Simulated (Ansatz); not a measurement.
SnO, SnSe, SnTe: one prototype (CsCl type), with O, Se, Te on the same site. Each was relaxed with r2SCAN in the PAW code Ansatz, and the gaps are read on those cells (d direct, i indirect). Simulated, non-magnetic, generated structures, which need not be known phases.

```
compound  a (Å)        gap, PBE (eV)         gap, r2SCAN (eV)
     SnO  3.103  none (overlap 0.12)  0.02 i (X–M (0.25) → R)
    SnTe  3.892  none (overlap 1.80)      none (overlap 1.77)
```

Q: Fill in the row for SnSe.

A:
```tsv
compound	a (Å)	gap, PBE (eV)	gap, r2SCAN (eV)
SnSe	3.665	none (overlap 1.37)	none (overlap 1.35)
```
Sn has 8 Se at 3.17 Å; Se has 8 Sn at 3.17 Å.

Spin-orbit coupling is left out, which matters wherever the heavy atoms make up the band edges.

Overlapping bands make a metal at that level, for which these meshes are coarse; small forces, stresses and energy differences are uncertain.

Where an edge lies off the special points, it is a point of the mesh or the k point where a search put PBE's edge or least direct gap, reused for the other functionals, whose own edges may lie a little apart.
